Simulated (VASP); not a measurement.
# BAs (Pm-3m) in VASP: further runs

The runs below take BAs through relaxation of cell and atoms, with PBE.

Everything below comes from runs of VASP 6.6.1. Logs are shortened: lines on timing, memory, paths and dates and some standing lists are left out, and cuts for length are marked.

## 1. Starting point

Symmetry: Pm-3m, No. 221, cubic system. Conventional cell: a = 2.934 Å, b = 2.934 Å, c = 2.934 Å, α = 90.00°, β = 90.00°, γ = 90.00°. B (site symmetry m-3m) is surrounded by 8 As at 2.54 Å. As (site symmetry m-3m) is surrounded by 8 B at 2.54 Å.

The cell was built by a generator and needn't be a form met in nature.

## 2. Relaxation of cell and atoms, PBE

INCAR reads:

```
PREC = Accurate
ENCUT = 600
EDIFF = 1E-6
ISMEAR = -1
SIGMA = 0.05
LREAL = F
LASPH = T
NELM = 60
ALGO = Fast
ISIF = 3
LWAVE = F
LCHARG = F
GGA = PE
IBRION = 2
NSW = 40
EDIFFG = -0.01
PSTRESS = 0
```

KPOINTS reads:

```
regular mesh
0
Gamma
  9 9 9
```

POSCAR reads:

```
BAs
1.0
    2.9343700000      0.0000000000      0.0000000000
    0.0000000000      2.9343700000      0.0000000000
    0.0000000000      0.0000000000      2.9343700000
B As
1 1
Direct
    0.5000000000      0.5000000000      0.5000000000
    0.0000000000      0.0000000000      0.0000000000
```

Potentials or basis: VASP PAW PBE potentials, release 64 (B, As).

Run with:

```bash
> cat potpaw_PBE.64/B/POTCAR potpaw_PBE.64/As/POTCAR > POTCAR
> mpirun -np 1 vasp_std > vasp.out
```

OUTCAR:

```text
PREC = Accurate
   ENCUT = 600
   EDIFF = 1E-6
   ISMEAR = -1
   LREAL = F
   LASPH = T
   NELM = 60
   ISIF = 3
   GGA = PE
   IBRION = 2
   NSW = 40
   EDIFFG = -0.01
   PSTRESS = 0

 ion  position               nearest neighbor table
   1  0.500  0.500  0.500-   2 2.54   2 2.54   2 2.54   2 2.54   2 2.54   2 2.54   2 2.54   2 2.54

   2  0.000  0.000  0.000-   1 2.54   1 2.54   1 2.54   1 2.54   1 2.54   1 2.54   1 2.54   1 2.54

  LATTYP: Found a simple cubic cell.
 ALAT       =     2.9343700000

  Lattice vectors:

 A1 = (   2.9343700000,   0.0000000000,   0.0000000000)
 A2 = (   0.0000000000,   2.9343700000,   0.0000000000)
 A3 = (   0.0000000000,   0.0000000000,   2.9343700000)

Analysis of symmetry for initial positions (statically):
=====================================================================
 Subroutine PRICEL returns:
 Original cell was already a primitive cell.

 Routine SETGRP: Setting up the symmetry group for a
 simple cubic supercell.

 Subroutine GETGRP returns: Found 48 space group operations
 (whereof 48 operations were pure point group operations)
 out of a pool of 48 trial point group operations.

The static configuration has the point symmetry O_h .

Analysis of symmetry for dynamics (positions and initial velocities):
=====================================================================
 Subroutine PRICEL returns:
 Original cell was already a primitive cell.

 Routine SETGRP: Setting up the symmetry group for a
 simple cubic supercell.

 Subroutine GETGRP returns: Found 48 space group operations
 (whereof 48 operations were pure point group operations)
 out of a pool of 48 trial point group operations.

The dynamic configuration has the point symmetry O_h .

 Subroutine INISYM returns: Found 48 space group operations
 (whereof 48 operations are pure point group operations),
 and found     1 'primitive' translations

----------------------------------------------------------------------------------------

                                     Primitive cell

  volume of cell :      25.2665

  direct lattice vectors                    reciprocal lattice vectors
     2.934370000  0.000000000  0.000000000     0.340788653  0.000000000  0.000000000
     0.000000000  2.934370000  0.000000000     0.000000000  0.340788653  0.000000000
     0.000000000  0.000000000  2.934370000     0.000000000  0.000000000  0.340788653

  length of vectors
     2.934370000  2.934370000  2.934370000     0.340788653  0.340788653  0.340788653

  position of ions in fractional coordinates (direct lattice)
     0.500000000  0.500000000  0.500000000
     0.000000000  0.000000000  0.000000000

  ion indices of the primitive-cell ions
   primitive index   ion index
                 1           1
                 2           2

----------------------------------------------------------------------------------------

 KPOINTS: regular mesh

Automatic generation of k-mesh.
 Grid dimensions read from file:
 generate k-points for:    9    9    9

 Generating k-lattice:

  Cartesian coordinates                     Fractional coordinates (reciprocal lattice)
     0.037865406  0.000000000  0.000000000     0.111111111  0.000000000  0.000000000
     0.000000000  0.037865406  0.000000000     0.000000000  0.111111111  0.000000000
     0.000000000  0.000000000  0.037865406     0.000000000  0.000000000  0.111111111

  Length of vectors
     0.037865406  0.037865406  0.037865406

  Shift w.r.t. Gamma in fractional coordinates (k-lattice)
     0.000000000  0.000000000  0.000000000

 Subroutine IBZKPT returns following result:
 ===========================================

 Found     35 irreducible k-points:

 Following reciprocal coordinates:
            Coordinates               Weight
  0.000000  0.000000  0.000000      1.000000
  0.111111  0.000000  0.000000      6.000000
  0.222222  0.000000  0.000000      6.000000
  0.333333  0.000000  0.000000      6.000000
  0.444444  0.000000  0.000000      6.000000
  0.111111  0.111111  0.000000     12.000000
[... 16 lines left out ...]
  0.333333  0.333333  0.111111     24.000000
  0.444444  0.333333  0.111111     48.000000
 [... further k-points ...]
   k-points           NKPTS =     35   k-points in BZ     NKDIM =     35   number of bands    NBANDS=      8
   number of dos      NEDOS =    301   number of ions     NIONS =      2
   total plane-waves  NPLWV =  13824
   dimension x,y,z NGX =    24 NGY =   24 NGZ =   24
   dimension x,y,z NGXF=    48 NGYF=   48 NGZF=   48
   ions per type =               1   1
   NGX,Y,Z   is equivalent  to a cutoff of  13.60, 13.60, 13.60 a.u.
   NGXF,Y,Z  is equivalent  to a cutoff of  27.19, 27.19, 27.19 a.u.
 SYSTEM =  unknown system
   PREC   = accura    normal or accurate (medium, high low for compatibility)
   ISTART =      0    job   : 0-new  1-cont  2-samecut
   ICHARG =      2    charge: 1-file 2-atom 10-const
   ISPIN  =      1    spin polarized calculation?
   LNONCOLLINEAR =      F non collinear calculations
   LSORBIT =      F    spin-orbit coupling
   LASPH  =      T    aspherical Exc in radial PAW
   ENCUT  =  600.0 eV  44.10 Ry    6.64 a.u.   5.86  5.86  5.86*2*pi/ulx,y,z
   NELM   =     60;   NELMIN=  2; NELMDL= -5     # of ELM steps
   EDIFF  = 0.1E-05   stopping-criterion for ELM
   LREAL  =      F    real-space projection
   EDIFFG = -.1E-01   stopping-criterion for IOM
   NSW    =     40    number of steps for IOM
   IBRION =      2    ionic relax: 0-MD 1-quasi-New 2-CG
   NFREE  =      1    steps in history (QN), initial steepest desc. (CG)
   ISIF   =      3    stress and relaxation
   ISYM   =      2    0-nonsym 1-usesym 2-fastsym
   POTIM  = 0.5000    time-step for ionic-motion
   TEBEG  =    0.0;   TEEND  =   0.0 temperature during run
   PSTRESS=    0.0 pullay stress
   NELECT =       8.0000    total number of electrons
   NUPDOWN=      -1.0000    fix difference up-down
   EMIN   =  10.00;   EMAX   =-10.00  energy-range for DOS
   EFERMI =   0.00;   METHOD = LEGACY
   ISMEAR =    -1;   SIGMA  =   0.05  broadening in eV -4-tet -1-fermi 0-gaus
   EFERMI_NEDOS =   21; number of points for ismear=-14 and -15
   IALGO  =     68    algorithm
   IMIX   =      4    mixing-type and parameters
     AMIX     =   0.40;   BMIX     =  1.00
     AMIX_MAG =   1.60;   BMIX_MAG =  1.00
  volume/ion in A,a.u.               =      12.63        85.25
  Fermi-wavevector in a.u.,A,eV,Ry     =   1.115809  2.108574 16.939665  1.245030
  Thomas-Fermi vector in A             =   2.252417
   LORBIT       =      0    0 simple, 1 ext, 2 COOP (PROOUT), +10 PAW based schemes
   GGA     = PE    functional components
   LHFCALC =     F    Hartree Fock is set to
   AEXX    =    0.0000 exact exchange contribution
   IVDW    =     0    specifies the selected vdW correction
   LEPSILON=     F    determine dielectric tensor
   LRPA    =     F    only Hartree local field effects (RPA)
 conjugate gradient relaxation of ions
 non-spin polarized calculation
 RMM-DIIS sequential band-by-band and
  energy-cutoff  :      600.00
  volume of cell :       25.27
 maximum number of plane-waves:       861
 NGX is ok and might be reduce to    24
   NGX = 11   NGY = 11   NGZ = 11

--------------------------------------- Ionic step        1  -------------------------------------------

 number of electron       8.0000000 magnetization

 Free energy of the ion-electron system (eV)
  ---------------------------------------------------
  ext. energy  EPLUGINS =         0.00000000
  ---------------------------------------------------
  free energy    TOTEN  =        -8.34836586 eV

  energy without entropy =       -8.33830517  energy(sigma->0) =       -8.34333552

------------------------ aborting loop because EDIFF is reached ----------------------------------------

  FORCE on cell =-STRESS in cart. coord.  units (eV):
  Direction    XX          YY          ZZ          XY          YZ          ZX
  --------------------------------------------------------------------------------------
  -------------------------------------------------------------------------------------
  Total        0.0784378      0.0784378      0.0784378      0.0000000     -0.0000000      0.0000000
  in kB        4.9738328      4.9738328      4.9738328      0.0000000     -0.0000000      0.0000000
  external PRESSURE =       4.9738328 kB  Pullay stress =       0.0000000 kB

 VOLUME and BASIS-vectors are now :
 -----------------------------------------------------------------------------
  energy-cutoff  :      600.00
  volume of cell :       25.27
      direct lattice vectors                 reciprocal lattice vectors
     2.934370000  0.000000000  0.000000000     0.340788653  0.000000000  0.000000000
     0.000000000  2.934370000  0.000000000     0.000000000  0.340788653  0.000000000
     0.000000000  0.000000000  2.934370000     0.000000000  0.000000000  0.340788653

 POSITION                                       TOTAL-FORCE (eV/Angst)
 -----------------------------------------------------------------------------------
      1.46718      1.46718      1.46718         0.000000      0.000000      0.000000
      0.00000      0.00000      0.00000         0.000000      0.000000      0.000000
 -----------------------------------------------------------------------------------
    total drift:                                0.000000      0.000000     -0.000000

  FREE ENERGIE OF THE ION-ELECTRON SYSTEM (eV)
  ---------------------------------------------------
  free  energy   TOTEN  =        -8.3483658615 eV

  energy  without entropy=       -8.3383051708  energy(sigma->0) =       -8.34333552

--------------------------------------- Ionic step        2  -------------------------------------------

 number of electron       7.9999999 magnetization

 Free energy of the ion-electron system (eV)
  ---------------------------------------------------
  ext. energy  EPLUGINS =         0.00000000
  ---------------------------------------------------
  free energy    TOTEN  =        -8.34854892 eV

  energy without entropy =       -8.33838775  energy(sigma->0) =       -8.34346834

 E-fermi :   6.9862     XC(G=0): -11.4124

 val. band max:        6.9410129976   @ k =   0.4444   0.4444   0.3333
 cond. band min:       7.0115419031   @ k =   0.4444   0.1111   0.1111
 fundamental gap:      0.0705289055
 Fermi energy:         6.9861655533

 k-point     1 :       0.0000    0.0000    0.0000
  band No.  band energies     occupation
      1      -8.5898      2.00000
      2       6.2706      2.00000
      3       6.2706      2.00000
      4       6.2706      2.00000
      5       6.8169      1.93442
      6      12.7626      0.00000
      7      12.7626      0.00000
      8      16.3673      0.00000

 k-point     2 :       0.1111    0.0000    0.0000
  band No.  band energies     occupation
      1      -8.3962      2.00000
      2       4.2060      2.00000
      3       6.4702      1.99993
      4       6.4702      1.99993
      5       7.8687      0.00000
      6      12.9612      0.00000
      7      14.1113      0.00000
      8      15.8622      0.00000

 k-point     3 :       0.2222    0.0000    0.0000
  band No.  band energies     occupation
      1      -7.8236      2.00000
      2       1.6034      2.00000
      3       7.0637      0.34982
      4       7.0637      0.34982
      5       8.6003      0.00000
      6      13.5533      0.00000
      7      14.4591      0.00000
      8      14.5209      0.00000
[... 210 lines left out ...]
 k-point    23 :       0.3333    0.3333    0.1111
  band No.  band energies     occupation
      1      -5.0328      2.00000
      2       0.7971      2.00000
      3       1.4779      2.00000
      4       6.3669      1.99999
      5       7.8315      0.00000
      6      11.4480      0.00000
      7      13.4013      0.00000
      8      13.6608      0.00000

 k-point    24 :       0.4444    0.3333    0.1111
  band No.  band energies     occupation
      1      -4.0083      2.00000
      2      -0.6804      2.00000
      3       2.3368      2.00000
      4       4.5503      2.00000
      5       9.0232      0.00000
      6      10.3997      0.00000
      7      13.4044      0.00000
      8      13.8523      0.00000

 [... further k-points ...]
[... 5 lines left out ...]
  --------------------------------------------------------------------------------------
  -------------------------------------------------------------------------------------
  Total       -0.0127598     -0.0127598     -0.0127598      0.0000000      0.0000000     -0.0000000
  in kB       -0.8045411     -0.8045411     -0.8045411      0.0000000      0.0000000     -0.0000000
  external PRESSURE =      -0.8045411 kB  Pullay stress =       0.0000000 kB

 VOLUME and BASIS-vectors are now :
 -----------------------------------------------------------------------------
  energy-cutoff  :      600.00
  volume of cell :       25.41
      direct lattice vectors                 reciprocal lattice vectors
     2.939921896  0.000000000  0.000000000     0.340145091 -0.000000000 -0.000000000
     0.000000000  2.939921896  0.000000000    -0.000000000  0.340145091  0.000000000
     0.000000000 -0.000000000  2.939921896    -0.000000000 -0.000000000  0.340145091

 POSITION                                       TOTAL-FORCE (eV/Angst)
 -----------------------------------------------------------------------------------
      1.46996      1.46996      1.46996         0.000000     -0.000000      0.000000
      0.00000      0.00000      0.00000        -0.000000      0.000000      0.000000
 -----------------------------------------------------------------------------------
    total drift:                                0.000000      0.000000     -0.000000

  FREE ENERGIE OF THE ION-ELECTRON SYSTEM (eV)
  ---------------------------------------------------
  free  energy   TOTEN  =        -8.3485489230 eV

  energy  without entropy=       -8.3383877511  energy(sigma->0) =       -8.34346834

 reached required accuracy - stopping structural energy minimisation
```

Run time: 4.3 s. Hardware: 1 thread of Intel Xeon 6975P-C (Granite Rapids), shared host; peak memory 0.13 GiB.

What came out:

```yaml
Free_energy: -8.3485 eV
Relaxed_volume: 12.71 Å³/atom
Relaxed_cell: a = 2.940 Å, b = 2.940 Å, c = 2.940 Å, α = 90.00°, β = 90.00°, γ = 90.00°
Space_group_after_relaxing_to_0.05_Å: Pm-3m (No. 221)
Energy_gained_by_relaxing: 0.1 meV/atom
Ionic_steps: 2
Pressure_after_relaxing: -0.1 GPa
Band_gap_on_the_k_mesh: none (metal or under the smearing width)
```

The path:
```tsv
step	energy change (eV)	largest force (eV/Å)	pressure (GPa)	volume (Å³)
1	0.0000	0.0000	0.50	25.27
2	-0.0002	0.0000	-0.08	25.41
```

Final structure:
```cif
data_structure
_symmetry_space_group_name_H-M 'P 1'
_symmetry_Int_Tables_number 1
_cell_length_a 2.9399
_cell_length_b 2.9399
_cell_length_c 2.9399
_cell_angle_alpha 90.000
_cell_angle_beta 90.000
_cell_angle_gamma 90.000
_cell_volume 25.41
loop_
_atom_site_label
_atom_site_type_symbol
_atom_site_fract_x
_atom_site_fract_y
_atom_site_fract_z
_atom_site_occupancy
B1 B 0.50000 0.50000 0.50000 1
As1 As 0.00000 0.00000 0.00000 1
```

Levels at points of the mesh, in eV from the Fermi level:
| k point | band 2 | band 3 | band 4 | band 5 | band 6 | band 7 |
| --- | --- | --- | --- | --- | --- | --- |
| (0.00, 0.00, 0.00) | -0.72 | -0.72 | -0.72 | -0.17 | 5.78 | 5.78 |

## 3. Relaxation of cell and atoms, PBE, target pressure 2 GPa, at which the enthalpy is minimised

Changes to INCAR since step 2:

```diff
@@ -16,2 +16,2 @@
 EDIFFG = -0.01
-PSTRESS = 0
+PSTRESS = 20
```

KPOINTS is that of step 2.

POSCAR is that of step 2.

Potentials or basis: VASP PAW PBE potentials, release 64 (B, As).

Run with:

```bash
> cat potpaw_PBE.64/B/POTCAR potpaw_PBE.64/As/POTCAR > POTCAR
> mpirun -np 1 vasp_std > vasp.out
```

Wall time 5.7 s (1 thread of Intel Xeon 6975P-C (Granite Rapids), shared host); peak memory 0.14 GiB.

It converged, with:

```yaml
Free_energy: -8.3456 eV
Relaxed_volume: 12.45 Å³/atom
Relaxed_cell: a = 2.920 Å, b = 2.920 Å, c = 2.920 Å, α = 90.00°, β = 90.00°, γ = 90.00°
Space_group_after_relaxing_to_0.05_Å: Pm-3m (No. 221)
Energy_change_on_relaxing_the_enthalpy_is_what_falls: +1.4 meV/atom
Ionic_steps: 3
Pressure_after_relaxing: 2.0 GPa
Band_gap_on_the_k_mesh: none (metal or under the smearing width)
```

The path:
```csv
step,energy change (eV),largest force (eV/Å),pressure (GPa),volume (Å³)
1,0.0000,0.0000,0.50,25.27
2,0.0037,0.0000,2.30,24.84
3,0.0028,0.0000,2.00,24.90
```

Final structure:
```
B As
1.0
     2.92030    0.00000    0.00000
     0.00000    2.92030    0.00000
     0.00000    0.00000    2.92030
B As
1 1
Cartesian
  1.4602 1.4602 1.4602
  0.0000 0.0000 0.0000
```

Levels at points of the mesh, in eV from the Fermi level:
| k point | band 1 | band 2 | band 3 | band 4 | band 5 | band 6 | band 7 | band 8 |
| --- | --- | --- | --- | --- | --- | --- | --- | --- |
| (0.00, 0.00, 0.00) | -15.78 | -0.75 | -0.75 | -0.75 | 0.00 | 5.75 | 5.75 | 9.59 |

Caveat: the cell is relaxed towards a set pressure, so the enthalpy falls and the energy may rise.
